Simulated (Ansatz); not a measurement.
## La2O3: changing the functional

The cell as given:

```cif
data_structure
_symmetry_space_group_name_H-M 'P321'
_symmetry_Int_Tables_number 150
_cell_length_a 6.3703
_cell_length_b 6.3703
_cell_length_c 3.2899
_cell_angle_alpha 90.000
_cell_angle_beta 90.000
_cell_angle_gamma 120.000
_cell_volume 115.62
loop_
_atom_site_label
_atom_site_type_symbol
_atom_site_symmetry_multiplicity
_atom_site_Wyckoff_symbol
_atom_site_fract_x
_atom_site_fract_y
_atom_site_fract_z
_atom_site_occupancy
La1 La 2 d 0.66667 0.33333 0.49810 1
O1 O 3 e 0.50461 0.00000 0.00000 1
```

The cell comes from a database or a generator and needn't be the stable form of this composition.

Kept alike: task relaxation of cell and atoms; k mesh 5 × 5 × 8; occupations fermi-dirac, width 0.05 eV; no spin polarisation. Program: Ansatz, Ansatz PAW. Cutoffs run from 420 to 500 eV. The mesh is that of the run's cell of 5 atoms. No spin-orbit coupling.

| functional | volume (Å³/atom) | first edge of the run's cell (Å) | third edge of the run's cell (Å) |
| --- | --- | --- | --- |
| LDA | 21.890 | 6.254 | 3.231 |
| PBEsol | 22.378 | 6.303 | 3.252 |
| r2SCAN | 22.932 | 6.355 | 3.279 |

The relaxations keep at least the cell's symmetry (P321). Relaxations stop with a little pressure left, so the last digits of a volume or edge aren't settled. Ansatz's relaxations hold a Pulay term in the stress (up to 0.4 GPa here). All rows use potentials made for PBE.

The volume runs from 21.890 (LDA) to 22.932 Å³/atom (r2SCAN). The first edge of the run's cell runs from 6.254 (LDA) to 6.355 Å (r2SCAN). The third edge of the run's cell runs from 3.231 (LDA) to 3.279 Å (r2SCAN).
